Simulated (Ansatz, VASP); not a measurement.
One calculation of InSb, two programs

The input INCAR:

```
PREC = Accurate
ENCUT = 520
EDIFF = 1E-6
ISMEAR = 0
SIGMA = 0.1
LREAL = False
LASPH = True
NELM = 60
ALGO = Normal
ISIF = 2
LWAVE = False
LCHARG = True
GGA = CA
LELF = True
LVHAR = True
NBANDS = 16
```

File KPOINTS:

```
Automatic mesh
0
Gamma
  6 6 6
```

The input POSCAR:

```
InSb
1.0
    0.0000000000      3.3166107100      3.3166107100
    3.3166107100      0.0000000000      3.3166107100
    3.3166107100      3.3166107100      0.0000000000
In Sb
1 1
Direct
    0.0000000000      0.0000000000      0.0000000000
    0.7500000000      0.7500000000      0.7500000000
```

Input for Ansatz:

```yaml
crystal:
  lattice:
    - [0.0, 3.31661071, 3.31661071]
    - [3.31661071, 0.0, 3.31661071]
    - [3.31661071, 3.31661071, 0.0]
  atoms:
    - { symbol: In, position: [0.0, 0.0, 0.0] }
    - { symbol: Sb, position: [0.75, 0.75, 0.75] }
basis:
  ecutwfc: 420
kpoints:
  mp_grid: { grid: [6, 6, 6] }
hamiltonian:
  xc: lda
  pseudopotentials: { kind: paw, azcp: { folder: soft_1 } }
scf:
  occupations: { method: gaussian, width: 0.1 }
output:
  forces: true
  stress: true
  eigenvalues: true
```

The cell is a database's computed one.

Alike in both runs: task single point; functional LDA; k mesh 6 × 6 × 6; occupations gaussian, width 0.1 eV; no spin polarisation.

|  | VASP | Ansatz |
| --- | --- | --- |
| version | VASP 6.6.1 | Ansatz 0.2.0 |
| potentials or method | VASP PAW LDA potentials, release 64 (In_d, Sb) | scalar-relativistic, plane waves, PAW |
| plane-wave cutoff (eV) | 520 | 420 |
| valence electrons in the cell | 18 | 28 |

```csv
,VASP,Ansatz,Ansatz less VASP
gap on the k mesh at the Fermi level (eV),none,none,-
pressure (GPa),-3.1,-3.1,-0.04
```

A gap of «none» marks a metal or a gap that the smearing closes. The two sets of potentials don't hold the same shells in valence. Ansatz warned: «pseudo_functional_mismatch».

Caveats: this crystal is a semiconductor, whose small gap the functional closes, so the metal is an error of the method. The runs have no spin-orbit coupling, so splittings on Sb are missing.
